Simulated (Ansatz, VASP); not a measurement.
## Two plane-wave programs on W3C2

Contents of INCAR:

```
ALGO = Normal
EDIFF = 1E-6
EDIFFG = -0.04
ENCUT = 600
GGA = PE
IBRION = 2
ISIF = 3
ISMEAR = 0
LASPH = T
LCHARG = F
LREAL = F
LWAVE = F
NELM = 100
NSW = 90
PREC = Accurate
SIGMA = 0.1
```

The input KPOINTS:

```
k-points
0
Gamma
  6 6 4
```

The input POSCAR:

```
W3C2
1.0
    3.5791675554      0.0000000000      0.0000000000
   -1.7895837777      3.0996500274      0.0000000000
    0.0000000000      0.0000000000      5.5686033286
W C
3 2
Direct
    0.0000000000      0.0000000000      0.0000000000
    0.3333333333      0.6666666667      0.6450000000
    0.6666666667      0.3333333333      0.3550000000
    0.3333333333      0.6666666667      0.2450000000
    0.6666666667      0.3333333333      0.7550000000
```

Input for Ansatz:

```yaml
crystal:
  lattice:
    - [3.5791675554, 0.0, 0.0]
    - [-1.7895837777, 3.0996500274, 0.0]
    - [0.0, 0.0, 5.5686033286]
  atoms:
    - { symbol: W, position: [0.0, 0.0, 0.0] }
    - { symbol: W, position: [0.3333333333, 0.6666666667, 0.645] }
    - { symbol: W, position: [0.6666666667, 0.3333333333, 0.355] }
    - { symbol: C, position: [0.3333333333, 0.6666666667, 0.245] }
    - { symbol: C, position: [0.6666666667, 0.3333333333, 0.755] }
basis:
  ecutwfc: 420
kpoints:
  mp_grid: { grid: [6, 6, 4] }
hamiltonian:
  xc: pbe
scf:
  occupations: { method: gaussian, width: 0.1 }
  lower_state_search: "off"
output:
  forces: true
  stress: true
  eigenvalues: true
relax:
  adjacent_minimum: "off"
  f_tol: 0.04
  max_steps: 70
  cell: { stress_tol: 0.4 }
```

Alike in both runs: task relaxation of cell and atoms; functional PBE; k mesh 6 × 6 × 4; occupations gaussian, width 0.1 eV; no spin polarisation.

```csv
,VASP,Ansatz
version,VASP 6.6.1,Ansatz 0.2.0
potentials or method,"VASP PAW PBE potentials, release 64 (W_sv, C)","scalar-relativistic, plane waves, PAW"
plane-wave cutoff (eV),600,420
valence electrons in the cell,50,50
```

|  | VASP | Ansatz | Ansatz less VASP |
| --- | --- | --- | --- |
| gap on the k mesh at the Fermi level, each at its own relaxed structure (eV) | none | none | - |
| relaxed volume (Å³/atom) | 11.75 | 11.73 | -0.020 |
| relaxed cell length with the largest relative difference (Å) | 3.027 | 3.025 | -0.0022 |
| energy change over the relaxation (meV/atom) | -564 | -568 | -3.9 |

A gap of «none» marks a metal or a gap that the smearing closes.

Spin-orbit coupling is left out, which matters for the levels of W.
